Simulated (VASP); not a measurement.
# Na (Im-3m) in VASP: settings compared

The runs below take Na through relaxation of cell and atoms, with PBEsol, LDA, PBE, PBE+D3(BJ).

All numbers are computed with VASP 6.6.1; they aren't measurements. Logs are shortened: lines on timing, memory, paths and dates and some standing lists are left out, and cuts for length are marked.

### Step 1. The crystal as given

It takes space group Im-3m (No. 229, cubic). Conventional cell: a = 4.235 Å, b = 4.235 Å, c = 4.235 Å, α = 90.00°, β = 90.00°, γ = 90.00°. Na (site symmetry m-3m) is surrounded by 8 Na at 3.67 Å.

### Step 2. Relaxation of cell and atoms, PBEsol

Contents of INCAR:

```
SYSTEM = Na
  PREC = Accurate
  ENCUT = 600
  EDIFF = 1E-7
  ISMEAR = 0
  SIGMA = 0.1
  LREAL = .False.
  LASPH = .True.
  NELM = 100
  ALGO = Fast
  ISIF = 3
  LWAVE = .False.
  LCHARG = .False.
  GGA = PS
  IBRION = 2
  NSW = 90
  EDIFFG = -0.005
```

Contents of KPOINTS:

```
Automatic mesh
0
Gamma
  14 14 14
  0 0 0
```

Contents of POSCAR:

```
Na
1.0
   -2.1175000000      2.1175000000      2.1175000000
    2.1175000000     -2.1175000000      2.1175000000
    2.1175000000      2.1175000000     -2.1175000000
Na
1
Direct
    0.0000000000      0.0000000000      0.0000000000
```

Potentials or basis: VASP PAW PBE potentials, release 64 (Na_pv).

On the command line:

```
$ cat potpaw_PBE.64/Na_pv/POTCAR > POTCAR
$ mpirun -np 1 vasp_std > vasp.out
```

OUTCAR:

```text
SYSTEM = Na
   PREC = Accurate
   ENCUT = 600
   EDIFF = 1E-7
   ISMEAR = 0
   LREAL = .False.
   LASPH = .True.
   NELM = 100
   ISIF = 3
   GGA = PS
   IBRION = 2
   NSW = 90
   EDIFFG = -0.005

 ion  position               nearest neighbor table
   1  0.000  0.000  0.000-

  LATTYP: Found a body centered cubic cell.
 ALAT       =     4.2350000000

  Lattice vectors:

 A1 = (  -2.1175000000,   2.1175000000,   2.1175000000)
 A2 = (   2.1175000000,  -2.1175000000,   2.1175000000)
 A3 = (   2.1175000000,   2.1175000000,  -2.1175000000)

Analysis of symmetry for initial positions (statically):
=====================================================================
 Subroutine PRICEL returns:
 Original cell was already a primitive cell.

 Routine SETGRP: Setting up the symmetry group for a
 body centered cubic supercell.

 Subroutine GETGRP returns: Found 48 space group operations
 (whereof 48 operations were pure point group operations)
 out of a pool of 48 trial point group operations.

The static configuration has the point symmetry O_h .

Analysis of symmetry for dynamics (positions and initial velocities):
=====================================================================
 Subroutine PRICEL returns:
 Original cell was already a primitive cell.

 Routine SETGRP: Setting up the symmetry group for a
 body centered cubic supercell.

 Subroutine GETGRP returns: Found 48 space group operations
 (whereof 48 operations were pure point group operations)
 out of a pool of 48 trial point group operations.

The dynamic configuration has the point symmetry O_h .

 Subroutine INISYM returns: Found 48 space group operations
 (whereof 48 operations are pure point group operations),
 and found     1 'primitive' translations

----------------------------------------------------------------------------------------

                                     Primitive cell

  volume of cell :      37.9778

  direct lattice vectors                    reciprocal lattice vectors
    -2.117500000  2.117500000  2.117500000     0.000000000  0.236127509  0.236127509
     2.117500000 -2.117500000  2.117500000     0.236127509  0.000000000  0.236127509
     2.117500000  2.117500000 -2.117500000     0.236127509  0.236127509  0.000000000

  length of vectors
     3.667617585  3.667617585  3.667617585     0.333934725  0.333934725  0.333934725

  position of ions in fractional coordinates (direct lattice)
     0.000000000  0.000000000  0.000000000

  ion indices of the primitive-cell ions
   primitive index   ion index
                 1           1

----------------------------------------------------------------------------------------

 KPOINTS: Automatic mesh

Automatic generation of k-mesh.
 Grid dimensions read from file:
 generate k-points for:   14   14   14

 Generating k-lattice:

  Cartesian coordinates                     Fractional coordinates (reciprocal lattice)
     0.000000000  0.016866251  0.016866251     0.071428571  0.000000000  0.000000000
     0.016866251  0.000000000  0.016866251     0.000000000  0.071428571  0.000000000
     0.016866251  0.016866251  0.000000000     0.000000000  0.000000000  0.071428571

  Length of vectors
     0.023852480  0.023852480  0.023852480

  Shift w.r.t. Gamma in fractional coordinates (k-lattice)
     0.000000000  0.000000000  0.000000000

 Subroutine IBZKPT returns following result:
 ===========================================

 Found    104 irreducible k-points:

 Following reciprocal coordinates:
            Coordinates               Weight
  0.000000  0.000000  0.000000      1.000000
  0.071429  0.000000  0.000000     12.000000
  0.142857  0.000000  0.000000     12.000000
  0.214286  0.000000  0.000000     12.000000
  0.285714  0.000000  0.000000     12.000000
  0.357143  0.000000  0.000000     12.000000
[... 16 lines left out ...]
  0.285714  0.285714  0.000000     24.000000
  0.357143  0.285714  0.000000     24.000000
 [... further k-points ...]
   k-points           NKPTS =    104   k-points in BZ     NKDIM =    104   number of bands    NBANDS=      7
   number of dos      NEDOS =    301   number of ions     NIONS =      1
   total plane-waves  NPLWV =  27000
   dimension x,y,z NGX =    30 NGY =   30 NGZ =   30
   dimension x,y,z NGXF=    60 NGYF=   60 NGZF=   60
   ions per type =               1
   NGX,Y,Z   is equivalent  to a cutoff of  13.60, 13.60, 13.60 a.u.
   NGXF,Y,Z  is equivalent  to a cutoff of  27.20, 27.20, 27.20 a.u.
 SYSTEM =  Na
   PREC   = accura    normal or accurate (medium, high low for compatibility)
   ISTART =      0    job   : 0-new  1-cont  2-samecut
   ICHARG =      2    charge: 1-file 2-atom 10-const
   ISPIN  =      1    spin polarized calculation?
   LNONCOLLINEAR =      F non collinear calculations
   LSORBIT =      F    spin-orbit coupling
   LASPH  =      T    aspherical Exc in radial PAW
   ENCUT  =  600.0 eV  44.10 Ry    6.64 a.u.   7.33  7.33  7.33*2*pi/ulx,y,z
   NELM   =    100;   NELMIN=  2; NELMDL= -5     # of ELM steps
   EDIFF  = 0.1E-06   stopping-criterion for ELM
   LREAL  =      F    real-space projection
   EDIFFG = -.5E-02   stopping-criterion for IOM
   NSW    =     90    number of steps for IOM
   IBRION =      2    ionic relax: 0-MD 1-quasi-New 2-CG
   NFREE  =      1    steps in history (QN), initial steepest desc. (CG)
   ISIF   =      3    stress and relaxation
   ISYM   =      2    0-nonsym 1-usesym 2-fastsym
   POTIM  = 0.5000    time-step for ionic-motion
   TEBEG  =    0.0;   TEEND  =   0.0 temperature during run
   PSTRESS=    0.0 pullay stress
   NELECT =       7.0000    total number of electrons
   NUPDOWN=      -1.0000    fix difference up-down
   EMIN   =  10.00;   EMAX   =-10.00  energy-range for DOS
   EFERMI =   0.00;   METHOD = LEGACY
   ISMEAR =     0;   SIGMA  =   0.10  broadening in eV -4-tet -1-fermi 0-gaus
   EFERMI_NEDOS =   21; number of points for ismear=-14 and -15
   IALGO  =     68    algorithm
   IMIX   =      4    mixing-type and parameters
     AMIX     =   0.40;   BMIX     =  1.00
     AMIX_MAG =   1.60;   BMIX_MAG =  1.00
  volume/ion in A,a.u.               =      37.98       256.29
  Fermi-wavevector in a.u.,A,eV,Ry     =   0.931674  1.760609 11.810087  0.868017
  Thomas-Fermi vector in A             =   2.058192
   LORBIT       =      0    0 simple, 1 ext, 2 COOP (PROOUT), +10 PAW based schemes
   GGA     = PS    functional components
   LHFCALC =     F    Hartree Fock is set to
   AEXX    =    0.0000 exact exchange contribution
   IVDW    =     0    specifies the selected vdW correction
   LEPSILON=     F    determine dielectric tensor
   LRPA    =     F    only Hartree local field effects (RPA)
 conjugate gradient relaxation of ions
 non-spin polarized calculation
 RMM-DIIS sequential band-by-band and
 Gauss-broadening in eV      SIGMA  =   0.10
  energy-cutoff  :      600.00
  volume of cell :       37.98
 maximum number of plane-waves:      1283
 NGX is ok and might be reduce to    30
   NGX = 15   NGY = 15   NGZ = 15

--------------------------------------- Ionic step        1  -------------------------------------------

 number of electron       7.0000000 magnetization

 Free energy of the ion-electron system (eV)
  ---------------------------------------------------
  ext. energy  EPLUGINS =         0.00000000
  ---------------------------------------------------
  free energy    TOTEN  =        -1.39872438 eV

  energy without entropy =       -1.39566556  energy(sigma->0) =       -1.39719497

------------------------ aborting loop because EDIFF is reached ----------------------------------------

  FORCE on cell =-STRESS in cart. coord.  units (eV):
  Direction    XX          YY          ZZ          XY          YZ          ZX
  --------------------------------------------------------------------------------------
  -------------------------------------------------------------------------------------
  Total       -0.0571752     -0.0571752     -0.0571752      0.0000000     -0.0000000      0.0000000
  in kB       -2.4120591     -2.4120591     -2.4120591      0.0000000     -0.0000000      0.0000000
  external PRESSURE =      -2.4120591 kB  Pullay stress =       0.0000000 kB
[... 160 lines left out ...]
  energy  without entropy=       -1.3976220554  energy(sigma->0) =       -1.39912685

--------------------------------------- Ionic step        6  -------------------------------------------

 number of electron       6.9999991 magnetization

 Free energy of the ion-electron system (eV)
  ---------------------------------------------------
  ext. energy  EPLUGINS =         0.00000000
  ---------------------------------------------------
  free energy    TOTEN  =        -1.40064801 eV

  energy without entropy =       -1.39763450  energy(sigma->0) =       -1.39914125

 E-fermi :   0.3467     XC(G=0):  -6.5636

 val. band max:        0.3196737507   @ k =  -0.3571   0.4286   0.1429
 cond. band min:       0.4010369339   @ k =   0.3571   0.0714   0.0714
 fundamental gap:      0.0813631831
 Fermi energy:         0.3466785664

 k-point     1 :       0.0000    0.0000    0.0000
  band No.  band energies     occupation
      1     -24.3942      2.00000
      2     -24.3942      2.00000
      3     -24.3942      2.00000
      4      -2.9548      2.00000
      5      12.2590      0.00000
      6      12.2590      0.00000
      7      12.2590      0.00000
[... 221 lines left out ...]
 k-point    24 :       0.3571    0.2857    0.0000
  band No.  band energies     occupation
      1     -24.4241      2.00000
      2     -24.4180      2.00000
      3     -24.3990      2.00000
      4       2.0961      0.00000
      5       2.5266      0.00000
      6       3.8403      0.00000
      7       8.5161      0.00000

 [... further k-points ...]

------------------------ aborting loop because EDIFF is reached ----------------------------------------

  FORCE on cell =-STRESS in cart. coord.  units (eV):
  Direction    XX          YY          ZZ          XY          YZ          ZX
  --------------------------------------------------------------------------------------
  -------------------------------------------------------------------------------------
  Total        0.0012745      0.0012745      0.0012745      0.0000000      0.0000000     -0.0000000
  in kB        0.0563953      0.0563953      0.0563953      0.0000000      0.0000000     -0.0000000
  external PRESSURE =       0.0563953 kB  Pullay stress =       0.0000000 kB
[... 16 lines left out ...]
  FREE ENERGIE OF THE ION-ELECTRON SYSTEM (eV)
  ---------------------------------------------------
  free  energy   TOTEN  =        -1.4006480066 eV

  energy  without entropy=       -1.3976344992  energy(sigma->0) =       -1.39914125

 reached required accuracy - stopping structural energy minimisation
```

Run time: 73 s. Hardware: 1 thread of Intel Xeon Platinum 8375C at 2.90GHz (Ice Lake), shared host; peak memory 0.18 GiB.

What came out:

* Free energy: -1.4006 eV
* Relaxed volume: 36.21 Å³/atom
* Relaxed cell: a = 3.610 Å, b = 3.610 Å, c = 3.610 Å, α = 109.47°, β = 109.47°, γ = 109.47°
* Space group after relaxing (to 0.05 Å): Im-3m (No. 229)
* Energy gained by relaxing: 1.9 meV/atom
* Ionic steps: 6
* Pressure after relaxing: 0.0 GPa
* Band gap on the k mesh: none (metal or under the smearing width)

The path:
| step | energy change (eV) | largest force (eV/Å) | pressure (GPa) | volume (Å³) |
| --- | --- | --- | --- | --- |
| 1 | 0.0000 | 0.0000 | -0.24 | 37.98 |
| 2 | -0.0006 | 0.0000 | -0.28 | 37.66 |
| 3 | -0.0017 | 0.0000 | -0.08 | 36.73 |
| 4 | -0.0019 | 0.0000 | -0.04 | 36.38 |
| 5 | -0.0019 | 0.0000 | 0.03 | 36.06 |
| 6 | -0.0019 | 0.0000 | 0.01 | 36.21 |

Final structure:
```cif
data_structure
_symmetry_space_group_name_H-M 'P 1'
_symmetry_Int_Tables_number 1
_cell_length_a 3.6097
_cell_length_b 3.6097
_cell_length_c 3.6097
_cell_angle_alpha 109.471
_cell_angle_beta 109.471
_cell_angle_gamma 109.471
_cell_volume 36.21
loop_
_atom_site_label
_atom_site_type_symbol
_atom_site_fract_x
_atom_site_fract_y
_atom_site_fract_z
_atom_site_occupancy
Na1 Na 0.00000 0.00000 0.00000 1
```

Caveat: the PAW data sets were made with another functional, which shifts forces and pressure a little.

### Step 3. Relaxation of cell and atoms, LDA

Changes to INCAR since step 2:

```diff
@@ -13,3 +13,2 @@
   LCHARG = .False.
-  GGA = PS
   IBRION = 2
```

KPOINTS is that of step 2.

POSCAR is that of step 2.

Potentials or basis: VASP PAW LDA potentials, release 64 (Na_pv).

On the command line:

```
$ cat potpaw_LDA.64/Na_pv/POTCAR > POTCAR
$ mpirun -np 1 vasp_std > vasp.out
```

Wall time 90 s (1 thread of Intel Xeon Platinum 8375C at 2.90GHz (Ice Lake), shared host); peak memory 0.17 GiB.

Results (log left out):

```
Free energy                            : -1.4558 eV
Relaxed volume                         : 33.18 Å³/atom
Relaxed cell                           : a = 3.506 Å, b = 3.506 Å, c = 3.506 Å, α = 109.47°, β = 109.47°, γ = 109.47°
Space group after relaxing (to 0.05 Å) : Im-3m (No. 229)
Energy gained by relaxing              : 15.9 meV/atom
Ionic steps                            : 6
Pressure after relaxing                : 0.0 GPa
Band gap on the k mesh                 : none (metal or under the smearing width)
```

Step by step:
```
step  energy change (eV)  largest force (eV/Å)  pressure (GPa)  volume (Å³)
   1              0.0000                0.0000           -0.95        37.98
   2             -0.0066                0.0000           -0.77        36.75
   3             -0.0143                0.0000           -0.36        34.60
   4             -0.0089                0.0000            1.02        30.54
   5             -0.0159                0.0000           -0.06        33.41
   6             -0.0159                0.0000           -0.02        33.18
```

Final structure:
```xyz
1
Lattice="-2.0243 2.0243 2.0243 2.0243 -2.0243 2.0243 2.0243 2.0243 -2.0243" Properties=species:S:1:pos:R:3 pbc="T T T"
Na    0.0000    0.0000    4.0487
```

Levels at points of the mesh, in eV from the Fermi level:
```
           k point  band 1  band 2  band 3  band 4  band 5  band 6
(0.00, 0.00, 0.00)  -24.83  -24.83  -24.83   -3.50   12.39   12.39
(0.50, 0.00, 0.00)  -24.89  -24.85  -24.83    0.84    1.33    8.68
(0.50, 0.50, 0.50)  -24.87  -24.87  -24.87    4.79    4.79    5.26
```

Caveat: the volume moved by -13 % from the deposited cell, more than functionals usually miss. Zero-point motion and thermal expansion aren't in these numbers.

[end of part 1 of 2]
